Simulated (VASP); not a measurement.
# BN (F-43m) under uniaxial stress along [001]

Strain engineering needs slopes: what does uniaxial stress along [001] do to the lattice and the band edges of BN?

Program: VASP 6.6.1. Level of theory: LDA; plane waves and PAW (B, N), in the first sound run; inputs show where later runs differ. Results are calculated unless marked as measured.

## (1) Set-up

The structure is cubic, space group F-43m (No. 216). Conventional cell: a = 3.616 Å, b = 3.616 Å, c = 3.616 Å, α = 90.00°, β = 90.00°, γ = 90.00°. Nearest to B lie 4 N at 1.57 Å. Nearest to N lie 4 B at 1.57 Å. Farther neighbours and most contacts between anions are not listed.

Coordinates:

```cif
data_structure
_symmetry_space_group_name_H-M 'F-43m'
_symmetry_Int_Tables_number 216
_cell_length_a 3.6160
_cell_length_b 3.6160
_cell_length_c 3.6160
_cell_angle_alpha 90.000
_cell_angle_beta 90.000
_cell_angle_gamma 90.000
_cell_volume 47.28
loop_
_atom_site_label
_atom_site_type_symbol
_atom_site_symmetry_multiplicity
_atom_site_Wyckoff_symbol
_atom_site_fract_x
_atom_site_fract_y
_atom_site_fract_z
_atom_site_occupancy
B1 B 4 a 0.00000 0.00000 0.00000 1
N1 N 4 d 0.25000 0.25000 0.75000 1
```

## (2) Relax the crystal, LDA

The series starts from the cell that this level prefers, so that zero strain is near zero stress.

This step took 2 runs in a row; the last is shown.

Level: LDA; plane waves and PAW (B, N).

INCAR

```
SYSTEM = BN
PREC = Accurate
ENCUT = 600
EDIFF = 1E-07
NELM = 120
ISMEAR = 0
SIGMA = 0.02
LREAL = .FALSE.
ALGO = Normal
GGA = CA
NBANDS = 10
LASPH = .TRUE.
LORBIT = 11
LWAVE = .FALSE.
LCHARG = .FALSE.
KPAR = 16
IBRION = 2
NSW = 40
ISIF = 3
EDIFFG = -0.005
POTIM = 0.4
```

POSCAR

```
BN
1.0
    0.0000000000      1.7913124887      1.7913124887
    1.7913124887      0.0000000000      1.7913124887
    1.7913124887      1.7913124887      0.0000000000
B N
1 1
Direct
    0.0000000000      0.0000000000      0.0000000000
    0.2500000000      0.2500000000      0.2500000000
```

KPOINTS

```
Automatic mesh
0
Gamma
14 14 14
0 0 0
```

The projector-augmented-wave data sets are B and N (LDA family, release 64).

Run with:

```
mpirun -np 16 vasp_std
```

The log of the run:

```text
[banner, memory and clock lines left out]
running   16 mpi-ranks, on    1 nodes
[...]
|                                                                             |
|           W    W    AA    RRRRR   N    N  II  N    N   GGGG   !!!           |
|           W    W   A  A   R    R  NN   N  II  NN   N  G    G  !!!           |
|           W    W  A    A  R    R  N N  N  II  N N  N  G       !!!           |
|           W WW W  AAAAAA  RRRRR   N  N N  II  N  N N  G  GGG   !            |
|           WW  WW  A    A  R   R   N   NN  II  N   NN  G    G                |
|           W    W  A    A  R    R  N    N  II  N    N   GGGG   !!!           |
|                                                                             |
|     For optimal performance we recommend to set                             |
|       NCORE = 2 up to number-of-cores-per-socket                            |
|     NCORE specifies how many cores store one orbital (NPAR=cpu/NCORE).      |
|     This setting can greatly improve the performance of VASP for DFT.       |
[...]
|     Unfortunately you need to use the default for GW and RPA                |
|     calculations (for HF NCORE is supported but not extensively tested      |
|     yet).                                                                   |
|                                                                             |

 LDA part: xc-table for (Slater(with rela. corr.)+CA(PZ))
 , standard interpolation
 POSCAR, INCAR and KPOINTS ok, starting setup
[...]
entering main loop
       N       E                     dE             d eps       ncg     rms          rms(c)
DAV:   1     0.109638735759E+02    0.10964E+02   -0.55379E+03  2114   0.887E+02
DAV:   2    -0.201365324260E+02   -0.31100E+02   -0.30342E+02  2490   0.172E+02
DAV:   3    -0.205964892823E+02   -0.45996E+00   -0.45904E+00  2446   0.185E+01
DAV:   4    -0.205971144818E+02   -0.62520E-03   -0.62518E-03  2254   0.767E-01
[...]
DAV:  10    -0.194164105011E+02    0.15730E-04   -0.44267E-05  2334   0.673E-02    0.138E-02
DAV:  11    -0.194164109778E+02   -0.47675E-06   -0.17733E-06  2318   0.968E-03    0.613E-03
DAV:  12    -0.194164109081E+02    0.69727E-07   -0.50014E-07  2238   0.445E-03
   1 F= -.19416411E+02 E0= -.19416411E+02  d E =-.194164E+02
[...]
reached required accuracy - stopping structural energy minimisation
```

Elapsed: 1.6 s, on 16 MPI ranks of Intel Xeon 6975P-C (Granite Rapids), shared host; peak memory 1.9 GiB; 15 s of CPU time.

Lines that name or quote the potential files are left out of all logs, and their timing lines are given in words.

OUTCAR, selected parts (step 2):

```text
  Total        0.0020121      0.0020121      0.0020121     -0.0000000      0.0000000     -0.0000000
  in kB        0.2804309      0.2804309      0.2804309     -0.0000000      0.0000000     -0.0000000
  external PRESSURE =       0.2804309 kB  Pullay stress =       0.0000000 kB

 POSITION                                       TOTAL-FORCE (eV/Angst)
 -----------------------------------------------------------------------------------
      0.00000      0.00000      0.00000         0.000000      0.000000      0.000000
      0.89566      0.89566      0.89566        -0.000000     -0.000000     -0.000000
 -----------------------------------------------------------------------------------
    total drift:                               -0.000000     -0.000000     -0.000000

  FREE ENERGIE OF THE ION-ELECTRON SYSTEM (eV)
  ---------------------------------------------------
  free  energy   TOTEN  =       -19.4164109081 eV

  energy  without entropy=      -19.4164109081  energy(sigma->0) =      -19.41641091

 reached required accuracy - stopping structural energy minimisation

[... 3 further parts left out ...]
[key lines of the parts left out:]
E-fermi :   7.8891
```

This run gave:

| Item | Value |
| --- | --- |
| energy(sigma→0) of the program | -19.4164 eV |
| stress, compression positive | xx, yy, zz 0.03, 0.03, 0.03 GPa |
| volume | 11.496 Å³ |
| ionic steps | 1 |

## (3) Strain across the axis, LDA

One member in full: the axis is strained by -1 %, and the two directions across it are strained alike until their mean stress is under 0.012 GPa or five steps are spent.

This step took 3 runs, each at a new trial strain with the atoms of the one before; the last is shown.

Level: LDA; plane waves and PAW (B, N); cell typed or built by script.

INCAR, as its differences from that of step 2:

```diff
@@ -15,7 +15,7 @@
 LCHARG = .FALSE.
-KPAR = 16
-IBRION = 2
-NSW = 40
-ISIF = 3
-EDIFFG = -0.005
-POTIM = 0.4
+KPAR = 4
+IBRION = 1
+NSW = 25
+ISIF = 2
+EDIFFG = -0.004
+POTIM = 0.3
```

POSCAR

```
BN
1.0
    0.0000000000      1.7948763170      1.7733993640
    1.7948763170      0.0000000000      1.7733993640
    1.7948763170      1.7948763170      0.0000000000
B N
1 1
Direct
    0.0000000000      0.0000000000      0.0000000000
    0.2500000000      0.2500000000      0.2500000000
```

KPOINTS is that of step 2.

Run with:

```
mpirun -np 4 vasp_std
```

The log of the run:

```text
[banner, memory and clock lines left out]
running    4 mpi-ranks, on    1 nodes
[...]
LDA part: xc-table for (Slater(with rela. corr.)+CA(PZ))
 , standard interpolation
 POSCAR, INCAR and KPOINTS ok, starting setup
[...]
entering main loop
       N       E                     dE             d eps       ncg     rms          rms(c)
DAV:   1     0.978784100621E+01    0.97878E+01   -0.55103E+03  5008   0.887E+02
DAV:   2    -0.201452188715E+02   -0.29933E+02   -0.29096E+02  5802   0.166E+02
DAV:   3    -0.206053487907E+02   -0.46013E+00   -0.45936E+00  5672   0.183E+01
DAV:   4    -0.206058971591E+02   -0.54837E-03   -0.54835E-03  5310   0.771E-01
[...]
DAV:  10    -0.194134939157E+02    0.15692E-04   -0.43697E-05  5504   0.670E-02    0.138E-02
DAV:  11    -0.194134943858E+02   -0.47009E-06   -0.17791E-06  5402   0.969E-03    0.613E-03
DAV:  12    -0.194134943156E+02    0.70209E-07   -0.49737E-07  5192   0.445E-03
   1 F= -.19413494E+02 E0= -.19413494E+02  d E =-.194135E+02
 BRION: g(F)=  0.951E-46 g(S)=  0.000E+00
 reached required accuracy - stopping structural energy minimisation
```

Elapsed: 4.4 s, on 4 MPI ranks; peak memory 0.51 GiB; 14 s of CPU time.

From OUTCAR (step 3):

```text
  Total       -0.0000690     -0.0000690      0.5354705      0.0000000     -0.0000000      0.0000000
  in kB       -0.0096719     -0.0096719     75.0828144      0.0000000     -0.0000000      0.0000000
  external PRESSURE =      25.0211568 kB  Pullay stress =       0.0000000 kB

 POSITION                                       TOTAL-FORCE (eV/Angst)
 -----------------------------------------------------------------------------------
      0.00000      0.00000      0.00000        -0.000000     -0.000000     -0.000000
      0.89744      0.89744      0.88670         0.000000      0.000000      0.000000
 -----------------------------------------------------------------------------------
    total drift:                               -0.000001     -0.000001      0.000001

  FREE ENERGIE OF THE ION-ELECTRON SYSTEM (eV)
  ---------------------------------------------------
  free  energy   TOTEN  =       -19.4134943156 eV

  energy  without entropy=      -19.4134943156  energy(sigma->0) =      -19.41349432

[... 1 part as in an earlier step ...]

[... 3 further parts left out ...]
[key lines of the parts left out:]
E-fermi :   8.0132
```

This run gave:

| Quantity | Value |
| --- | --- |
| energy(sigma→0) of the program | -19.4135 eV |
| stress, compression positive | xx, yy, zz 0.00, 0.00, 7.51 GPa |
| ionic steps | 1 |

## (4) Band edges, HSE06

Short lines in KPOINTS_OPT sample the zone centre along and across the axis, for masses, and the other valleys.

Level: HSE06; plane waves and PAW (B, N); cell typed or built by script.

INCAR

```
SYSTEM = BN
PREC = Accurate
ENCUT = 600
EDIFF = 1E-06
NELM = 100
ISMEAR = 0
SIGMA = 0.02
LREAL = .FALSE.
ALGO = Normal
LHFCALC = .TRUE.
AEXX = 0.25
GGA = PE
HFSCREEN = 0.2
LASPH = .TRUE.
NBANDS = 9
PRECFOCK = Fast
LWAVE = .FALSE.
LCHARG = .FALSE.
KPAR = 4
```

POSCAR is that of step 3.

KPOINTS

```
Automatic mesh
0
Gamma
7 7 7
0 0 0
```

KPOINTS_OPT

```
Line mode
6
Line-mode
Reciprocal
  0.00000000   0.00000000   0.00000000
  0.01411226   0.01411226  -0.00000000

  0.00000000   0.00000000   0.00000000
 -0.00000000  -0.01428317  -0.01428317

  0.31000000   0.31000000   0.00000000
  0.50000000   0.50000000   0.00000000

  0.00000000   0.31000000   0.31000000
  0.00000000   0.50000000   0.50000000

  0.45000000   0.45000000   0.45000000
  0.50000000   0.50000000   0.50000000

  0.45000000   0.00000000   0.00000000
  0.50000000   0.00000000   0.00000000

  0.42500000   0.42500000   0.00000000
  0.42500000   0.43928317   0.01428317

  0.50000000   0.50000000   0.50000000
  0.48990027   0.51009973   0.50000000
```

Run with:

```
mpirun -np 4 vasp_std
```

The log of the run:

```text
[banner, memory and clock lines left out]
running    4 mpi-ranks, on    1 nodes
[...]
|                                                                             |
|               ----> ADVICE to this user running VASP <----                  |
|                                                                             |
|     You enforced a specific xc type in the INCAR file but a different       |
|     [... a line on the potential file left out ...]
|     I HOPE YOU KNOW WHAT YOU ARE DOING!                                     |
|                                                                             |

 LDA part: xc-table for (Slater+PW92), standard interpolation
 found WAVECAR, reading the header
 POSCAR, INCAR and KPOINTS ok, starting setup
[...]
reading WAVECAR
 the WAVECAR file was read successfully
 initial charge from wavefunction
 entering main loop
       N       E                     dE             d eps       ncg     rms          rms(c)
DAV:   1    -0.204490373881E+02   -0.20449E+02   -0.62456E-01   736   0.849E+00    0.598E-01
DAV:   2    -0.204497667582E+02   -0.72937E-03   -0.79298E-03   780   0.945E-01    0.400E-01
DAV:   3    -0.204487904231E+02    0.97634E-03   -0.27020E-03   763   0.346E-01    0.235E-01
DAV:   4    -0.204486457855E+02    0.14464E-03   -0.29301E-04   762   0.122E-01    0.140E-01
DAV:   5    -0.204485718922E+02    0.73893E-04   -0.25713E-05   741   0.574E-02    0.790E-02
DAV:   6    -0.204485497298E+02    0.22162E-04   -0.13415E-05   744   0.399E-02    0.434E-02
DAV:   7    -0.204485434906E+02    0.62392E-05   -0.25118E-06   732   0.197E-02    0.244E-02
DAV:   8    -0.204485416340E+02    0.18566E-05   -0.75046E-07   373   0.104E-02    0.141E-02
DAV:   9    -0.204485412140E+02    0.42000E-06   -0.31914E-07   372   0.663E-03
   1 F= -.20448541E+02 E0= -.20448541E+02  d E =-.133543E-42
 Start KPOINTS_OPT (optional k-point list driver)
k-point batch [1-40\48]
       N       E                     dE             ncg
DAV:   1     0.131987647504E+04   -0.11017E+05      736
DAV:   2    -0.167605054263E+03   -0.14875E+04      908
DAV:   3    -0.220240209972E+03   -0.52635E+02      836
DAV:   4    -0.220486269552E+03   -0.24606E+00      807
DAV:   5    -0.220488085120E+03   -0.18156E-02      840
DAV:   6    -0.220488087697E+03   -0.25768E-05      723
DAV:   7    -0.220488087699E+03   -0.20526E-08      609
k-point batch [41-48\48]
       N       E                     dE             ncg
DAV:   1     0.121531938689E+05   -0.32384E+04      152
DAV:   2     0.119055318033E+05   -0.24766E+03      181
DAV:   3     0.118990002388E+05   -0.65316E+01      170
DAV:   4     0.118989760664E+05   -0.24172E-01      172
DAV:   5     0.118989760229E+05   -0.43489E-04      159
DAV:   6     0.118989760228E+05   -0.49964E-07      154
```

Wall time 78 s (4 MPI ranks); peak memory 0.94 GiB; 4.7 min of CPU time.

Parts of OUTCAR (step 4):

```text
  LATTYP: Found a body centered tetragonal cell.
 ALAT       =     2.5383384303
 C/A-ratio  =     1.3972915060

 Subroutine GETGRP returns: Found  8 space group operations
 (whereof  8 operations were pure point group operations)

The static configuration has the point symmetry D_2d.

 Found     40 irreducible k-points:

   k-points           NKPTS =     40   k-points in BZ     NKDIM =    343   number of bands    NBANDS=      9

   dimension x,y,z NGX =    20 NGY =   20 NGZ =   20
   dimension x,y,z NGXF=    40 NGYF=   40 NGZF=   40

   ENCUT  =  600.0 eV  44.10 Ry    6.64 a.u.   5.04  5.04  5.07*2*pi/ulx,y,z

   NELECT =       8.0000    total number of electrons

  exchange ACFDT corr.  =         0.00000000  see jH, gK, PRB 81, 115126

 E-fermi :   7.4382

 k-point     1 :       0.0000    0.0000    0.0000
  band No.  band energies     occupation
      1     -15.3381      2.00000
      2       7.1287      2.00000
      3       7.1287      2.00000
      4       7.2502      2.00000
      5      17.8487      0.00000
      6      17.9360      0.00000
      7      17.9360      0.00000
      8      19.8855      0.00000
      9      34.5598      0.00000

 k-point     2 :       0.1429    0.0000    0.0000
  band No.  band energies     occupation
      1     -14.7920      2.00000
      2       4.5733      2.00000
      3       6.5846      2.00000
      4       6.6941      2.00000
      5      18.3954      0.00000
      6      18.7112      0.00000
      7      18.7205      0.00000
      8      21.4604      0.00000
      9      33.5955      0.00000

 POSITION                                       TOTAL-FORCE (eV/Angst)
 -----------------------------------------------------------------------------------
      0.00000      0.00000      0.00000        -0.000000     -0.000000     -0.000000
      0.89744      0.89744      0.88670         0.000000      0.000000      0.000000
 -----------------------------------------------------------------------------------
    total drift:                               -0.000001     -0.000000      0.000001

  FREE ENERGIE OF THE ION-ELECTRON SYSTEM (eV)
  ---------------------------------------------------
  free  energy   TOTEN  =       -20.4485412140 eV

  energy  without entropy=      -20.4485412140  energy(sigma->0) =      -20.44854121

[... 1 part as in an earlier step ...]

[... 7 further parts left out ...]
```

Read from the output:

```
energy(sigma→0) of the program : -20.4485 eV
```

## (5) The table

Hybrid runs start from orbitals of a short LDA run, not shown.

Runs beyond LDA use the data sets made with LDA; this shifts their levels slightly, and their total energies have another zero.

The other members went through these steps as far as the tables show, with the same cutoff and, step by step, the same mesh; 43 runs are not shown. The session took 0.90 core hours (wall time by ranks) on a shared machine.

```csv
strain along the axis (%),strain across the axis (%),"stress along the axis, tension positive (GPa)",energy above the unstrained row (meV/atom),"gap on the mesh, LDA (eV)"
-2.000,0.408,-14.952,5.605,3.941
-1.500,0.302,-11.237,3.195,4.049
-1.000,0.199,-7.508,1.458,4.158
-0.500,0.099,-3.767,0.390,4.266
0,0.004,-0.015,0.000,4.375
0.500,-0.090,3.738,0.290,4.316
1.000,-0.180,7.500,1.242,4.258
1.500,-0.267,11.263,2.866,4.201
2.000,-0.350,15.027,5.156,4.145
```

Slopes at zero strain, from cubics through all rows: strain ratio -0.190, stress over strain 751 GPa.

Band edges at HSE06, counted from the valence-band top at Γ, with one row partly withheld:

```csv
strain along the axis (%),gap (eV),conduction band at Γ (eV),Δ or X valley along z (eV),Δ or X valley along x (eV),"lowest conduction level at L, [111] (eV)","lowest conduction level at L, [-111] (eV)",second valence level below the top (eV),third valence level below the top (eV)
-2.000,5.389,10.495,5.389,5.836,11.957,11.957,0.241,0.241
-1.500,?,10.546,?,5.832,12.050,12.050,0.181,0.181
-1.000,5.608,10.598,5.608,5.829,12.133,12.133,0.121,0.121
-0.500,5.717,10.651,5.717,5.827,12.196,12.196,0.061,0.061
0,5.827,10.704,5.827,5.827,12.219,12.219,0.000,0.000
0.500,5.768,10.654,5.875,5.768,12.130,12.130,0.000,0.061
1.000,5.708,10.604,5.922,5.708,11.998,11.998,0.000,0.122
1.500,5.650,10.555,5.968,5.650,11.844,11.844,0.000,0.184
2.000,5.592,10.505,6.014,5.592,11.681,11.681,0.000,0.246
```

## (6) Fit and prediction

The quantity to fit is the splitting of the Δ or X valleys (z less x) at HSE06: -0.448, -0.221, -0.110, -0.001, 0.107, 0.214, 0.319, 0.422 eV in the rows shown.

Fitting a parabola to the 8 known rows (d: strain along the axis less the strain across it, in %) gives E = − 0.001349 d² + 0.1826 d + 2.05e-5 in eV; the residuals are 8.8e-5 eV r.m.s.

At d = -1.802 this predicts -0.3335 eV.

## (7) Prediction against calculation

The calculation gives -0.3335 eV, so the prediction is right to the last digit shown.

The splitting is Ξu times d, with d as a fraction, so the linear term gives Ξu = 18.3 eV.

## (8) Results

```json
{"Poisson ratio": "0.190", "Young's modulus along the axis": "751 GPa", "gap of the unstrained cell, HSE06": "5.83 eV", "shear deformation potential Ξu of the Δ or X valleys": "18.3 eV", "error of the predicted row": "0.0 meV", "valence shear potential |b|, HSE06": "3.42 eV"}
```

What this shows: As a check, the curvature of the energy gives 752 GPa for the same modulus (energy per volume = E/2 × strain²), 0 % from the slope of the stress. The energy also has a linear term worth 0.29 GPa that the stress column lacks, a mark of the finite basis. At HSE06 the lowest conduction valley is Δ or X throughout, and the gap runs between 5.39 and 5.83 eV. Without spin-orbit coupling the three valence levels split by 3|b| times the difference of the strains; the rows within 1 % give |b| = 3.42 eV. Hole masses are left out throughout, since the top bands are degenerate or cross in many series; of conduction masses, those of the Γ, L and (for Si and Ge under (001) strain) Δ valleys are kept where they change by under an eighth between rows. HSE06 ran on a coarser mesh than the semilocal levels. Spin-orbit coupling is left out at HSE06, so the valence splittings there lack it. Δ or X levels are the lowest on their line, refined by a parabola unless they lie at X; the gap is read from all points sampled and can differ from the lowest valley by some meV, or by tens of meV where strain moves the valence top off Γ. Temperature, zero-point motion and excitons are left out.

[Lines on the potential files, build, host, timing and source positions are cut from VASP's logs without a mark.]

[Logs are printed without paths, hosts, clocks, repeated set-up lines and the standing remarks that a program may print on its own settings, such as how far it seeks lower states.]

[Hosts, paths, dates, database ids (printed as entryN), source tags and the programs' standing remarks are cut or masked in the printed files.]

[In band tables of VASP the shares of atoms and orbitals are scaled to a sum of 1 inside the atoms' spheres.]
